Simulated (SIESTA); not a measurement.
Input of a SIESTA 5.4.2 run:

The input MnSb.fdf:

```
SystemName                      MnSb
SystemLabel                     MnSb
NumberOfSpecies                 2
NumberOfAtoms                   4
%block ChemicalSpeciesLabel
  1  51 Sb
  2  25 Mn
%endblock ChemicalSpeciesLabel

LatticeConstant                 1.0 Ang
%block LatticeVectors
     4.1500000000     0.0000000000     0.0000000000
    -2.0750000000     3.5940054257     0.0000000000
     0.0000000000     0.0000000000     5.7800000000
%endblock LatticeVectors
AtomicCoordinatesFormat         Fractional
%block AtomicCoordinatesAndAtomicSpecies
     0.6631190000     0.3273600000     0.7572580000  1  Sb
     0.3446940000     0.6749800000     0.2463650000  1  Sb
    -0.0075430000    -0.0023250000     0.5055350000  2  Mn
    -0.0167870000    -0.0001740000    -0.0046950000  2  Mn
%endblock AtomicCoordinatesAndAtomicSpecies

%block kgrid.MonkhorstPack
    7   0   0  0.0
    0   7   0  0.0
    0   0   5  0.0
%endblock kgrid.MonkhorstPack
XC.Functional                   GGA
XC.Authors                      PBE
PAO.BasisSize                   DZP
PAO.EnergyShift                 0.003 Ry
Mesh.Cutoff                     800 Ry
Spin                            polarized
%block DM.InitSpin
    1   0.000
    2   0.000
    3   4.000
    4   4.000
%endblock DM.InitSpin
OccupationFunction              FD
ElectronicTemperature           0.05 eV
MaxSCFIterations                200
SCF.MustConverge                false
SCF.Mixer.Method                Pulay
SCF.Mixer.Weight                0.1
SCF.Mixer.History               10
SCF.DM.Tolerance                5.0e-05
SCF.H.Tolerance                 1.0e-03 eV
WriteForces                     true
Charge.Mulliken                 end
%block PAO.Basis
  Sb 4
  n=5 0 2
    5.984 0.000
  n=5 1 2
    7.890 0.000
  n=4 2 2
    3.483 0.000
  n=5 2 1
    7.890
  Mn 5
  n=3 0 2
    2.732 0.000
  n=4 0 2
    7.626 0.000
  n=3 1 2
    3.070 0.000
  n=4 1 1
    7.626
  n=3 2 2
    5.108 0.000
%endblock PAO.Basis
```

Potentials or basis: PseudoDojo 0.4 standard (PBE files), DZP (energy shift 0.003 Ry; two zetas on semicore shells).

Launch:

```bash
$ siesta < MnSb.fdf > MnSb.out 2>&1
```

Problem. Estimate the net moment.

Solution. 6.82 μB per cell.

Problem. Predict the largest force.

Solution. 0.629 eV/Å.

Problem. What does it give for the band gap on the k mesh?

Solution. None (metal or under the smearing width).

Problem. Estimate the site moments.

Solution. Sb -0.37, -0.38; Mn +3.83, +3.74 μB.

Stress tensor (GPa, compression positive):
```
-0.81  0.17  0.04
 0.17 -1.79 -0.15
 0.04 -0.15 -1.83
```

Caveat: short orbitals over semicore shells can move pressures by several GPa; the basis of atomic orbitals isn't converged, which shifts pressures, moduli and gaps; only a ferromagnetic start was run, and an antiferromagnetic order may lie lower in energy. Spin-orbit coupling is left out, which matters for the levels of Sb.
